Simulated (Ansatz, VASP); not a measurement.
Given: the input of a run of Ansatz 0.2.0 on GaP.

Contents of input.yaml:

```yaml
crystal:
  lattice:
    - [0.0, 2.72525, 2.72525]
    - [2.72525, 0.0, 2.72525]
    - [2.72525, 2.72525, 0.0]
  atoms:
    - { symbol: Ga, position: [0.0, 0.0, 0.0] }
    - { symbol: P, position: [0.75, 0.75, 0.75] }
kpoints:
  mp_grid: { grid: [8, 8, 8] }
scf:
  occupations: { method: gaussian, width: 0.012 }
hamiltonian:
  xc: pbe
  pseudopotentials: { kind: all_electron, lapw: { basis_error: 0.001 } }
output:
  forces: true
  stress: true
  eigenvalues: true
```

Potentials or basis: all-electron LAPW, scalar-relativistic.

The run is started by

```sh
$ ansatz run input.yaml --threads 1 --pin off --max-ram 3072MiB --backend cpu --events-out ev --progress --plain --runs-dir out
```

**Question.** Set up the same calculation for VASP 6.6.1. Potentials there: VASP PAW PBE potentials, release 64 (Ga_d, P).

**Answer.** As run (the cutoff follows the program's own potentials):

Contents of INCAR:

```
ALGO = Fast ; EDIFF = 1E-7
ENCUT = 520 ; GGA = PE
ISIF = 2 ; ISMEAR = 0
LASPH = T ; LCHARG = F
LREAL = F ; LWAVE = F
NBANDS = 16 ; NELM = 100
PREC = Accurate ; SIGMA = 0.012
```

KPOINTS

```
k-points
0
Gamma
  8 8 8
```

The input POSCAR:

```
GaP
1.0
    0.0000000000      2.7252500000      2.7252500000
    2.7252500000      0.0000000000      2.7252500000
    2.7252500000      2.7252500000      0.0000000000
Ga P
1 1
Direct
    0.0000000000      0.0000000000      0.0000000000
    0.7500000000      0.7500000000      0.7500000000
```

Potentials or basis: VASP PAW PBE potentials, release 64 (Ga_d, P).

Command:

```console
$ cat potpaw_PBE.64/Ga_d/POTCAR potpaw_PBE.64/P/POTCAR > POTCAR
$ mpirun -np 1 vasp_std > vasp.out
```

Both were run:

|  | VASP | Ansatz | Ansatz less VASP |
| --- | --- | --- | --- |
| gap on the k mesh at the Fermi level (eV) | 1.64 | 1.64 | +0.003 |
| least direct gap on the mesh (eV) | 1.83 | 1.83 | +0.004 |
| pressure (GPa) | 2.5 | 2.5 | +0.01 |

Ansatz ran all-electron here, so the differences hold the error of VASP's frozen core and of both bases.

A k mesh can miss the band edges. Expect the measured gap to be larger: semilocal functionals such as PBE lack the derivative discontinuity.
